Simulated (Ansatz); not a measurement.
## Field gradients at the nuclei in LiNbO3 under strain

The cell is a structure deposited in the COD, relaxed with PBE at fixed cell and then changed (z compressed by 2 %, ions relaxed).

```
Li Nb O
1.0
     2.56890    1.48316    4.40958
    -2.56890    1.48316    4.40958
     0.00000   -2.96631    4.40958
Li Nb O
2 2 6
Direct
  0.75000 0.75000 0.75000
  0.25000 0.25000 0.25000
  0.50000 0.50000 0.50000
  0.00000 0.00000 0.00000
  0.61887 0.88113 0.25000
  0.25000 0.61887 0.88113
  0.88113 0.25000 0.61887
  0.75000 0.38113 0.11887
  0.38113 0.11887 0.75000
  0.11887 0.75000 0.38113
```

Sites (sets of like atoms) are named by element and the number of their first atom in this list.

All values are calculated (Ansatz; DFT, PBE, plane waves and PAW, scalar-relativistic, 420 eV cutoff, Γ-centred 7×7×7 k-points, Fermi–Dirac smearing 0.02 eV), not measured.

V_zz is the principal component of the electric field gradient with the largest magnitude, η = (V_xx − V_yy)/V_zz and C_Q = eQV_zz/h.

Li-6: I = 1, Q = -0.8080 mb; ⁹³Nb: I = 9/2, Q = -320.0 mb; ¹⁷O: I = 5/2, Q = -25.58 mb. Quadrupole moments are those of Pyykkö's year-2017 table.

| site | atoms (order as listed) | first shell | V_zz (10²¹ V/m²) | η | C_Q (MHz) |
| --- | --- | --- | --- | --- | --- |
| Li | 1, 2 | 3 O at 1.90 Å; also 6 O at 2.74 Å | 0.28 | 0.00 | -0.006 |
| Nb | 3, 4 | 6 O at 1.97 Å | 1.82 | 0.00 | -14.0 |
| O | 5, 6, 7, 8, 9, 10 | 1 Li at 1.90 Å, 2 Nb at 1.97 Å; also 2 Li at 2.74 Å | -0.66 | 0.98 | 0.410 |

An axis of threefold or higher order runs through Li and Nb, so V_zz lies along it and η is zero.

This high-symmetry form of LiNbO3 is unstable when cold, to polar shifts of Li and Nb. The symmetry of the cell holds that distortion back, wholly or in part, and it would change the field gradients, the more the larger the distortion. Without spin–orbit coupling (the program notes it for Nb) the gradients are little affected as a rule: paired runs on crystals with a gap mostly move them by under 2 % at such atoms. With these PAW files V_zz is typically within 2 to 3 % of all-electron values, but misses above 10 % occur on Li. At this changed cell the PBE pressure is 13 GPa. Where η is near 1 the sign of V_zz means little.
